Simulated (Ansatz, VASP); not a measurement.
# NaF (Villiaumite) in VASP and in Ansatz

POSCAR

```
NaF
1.0
    0.0000000000      2.3200000000      2.3200000000
    2.3200000000      0.0000000000      2.3200000000
    2.3200000000      2.3200000000      0.0000000000
Na F
1 1
Direct
    0.0000000000      0.0000000000      0.0000000000
    0.5000000000      0.5000000000      0.5000000000
```

The input INCAR.step1:

```
SYSTEM = NaF
PREC = Accurate
ENCUT = 520
ISMEAR = -1
SIGMA = 0.05
LREAL = .FALSE.
LASPH = .TRUE.
NELM = 60
NBANDS = 14
GGA = PE
ALGO = Normal
EDIFF = 1E-4
LWAVE = .TRUE.
LCHARG = .FALSE.
```

File INCAR.step2:

```
SYSTEM = NaF
PREC = Accurate
ENCUT = 520
EDIFF = 1E-6
ISMEAR = -1
SIGMA = 0.05
LREAL = .FALSE.
LASPH = .TRUE.
NELM = 60
ALGO = Normal
ISIF = 2
LWAVE = .FALSE.
LCHARG = .TRUE.
METAGGA = R2SCAN
LMIXTAU = .TRUE.
LELF = .TRUE.
LVHAR = .TRUE.
NBANDS = 14
ISTART = 1
```

File KPOINTS:

```
regular mesh
0
G
  10 10 10
  0 0 0
```

Contents of input.yaml:

```yaml
crystal:
  lattice:
    - [0.0, 2.32, 2.32]
    - [2.32, 0.0, 2.32]
    - [2.32, 2.32, 0.0]
  atoms:
    - { symbol: Na, position: [0.0, 0.0, 0.0] }
    - { symbol: F, position: [0.5, 0.5, 0.5] }
hamiltonian:
  xc: r2scan
  pseudopotentials: { kind: paw }
kpoints:
  mp_grid: { grid: [10, 10, 10] }
  band_path:
    path:
      - [[0.0, 0.0, 0.0], [0.5, 0.0, 0.5], [0.5, 0.25, 0.75], [0.375, 0.375, 0.75], [0.0, 0.0, 0.0], [0.5, 0.5, 0.5], [0.625, 0.25, 0.625], [0.5, 0.25, 0.75], [0.5, 0.5, 0.5], [0.375, 0.375, 0.75]]
      - [[0.625, 0.25, 0.625], [0.5, 0.0, 0.5]]
    npoints: 14
scf:
  occupations: { method: fermi_dirac, width: 0.05 }
  n_extra_bands: 6
output:
  forces: true
  stress: true
  eigenvalues: true
  fatbands: false
```

Alike in both runs: functional r2SCAN; k mesh 10 × 10 × 10; occupations fermi-dirac, width 0.05 eV; no spin polarisation.

|  | VASP | Ansatz |
| --- | --- | --- |
| version | VASP 6.6.1 | Ansatz 0.2.0 |
| potentials or method | VASP PAW PBE potentials, release 64 (Na_pv, F) | Ansatz PAW |
| plane-wave cutoff (eV) | 520 | 500 |
| valence electrons in the cell | 14 | 16 |
| task | single point | band structure |

|  | VASP | Ansatz | Ansatz less VASP |
| --- | --- | --- | --- |
| gap on the k mesh at the Fermi level (eV) | 7.15 | 7.11 | -0.037 |
| least direct gap on the mesh (eV) | 7.15 | 7.11 | -0.037 |
| pressure (GPa) | -2.0 | -1.5 | +0.51 |

The functional is the same, so the differences come from potentials, cutoffs and numerics. The two sets of potentials don't hold the same shells in valence.

Caveats: the PAW data sets were made with another functional, which shifts forces and pressure a little (VASP); the PAW data sets come from PBE, with cores solved anew for the run's functional, which leaves a small shift of forces and pressure (Ansatz). r2SCAN opens gaps a little over a GGA but as a rule still falls short of measured ones. A k mesh can miss the band edges.
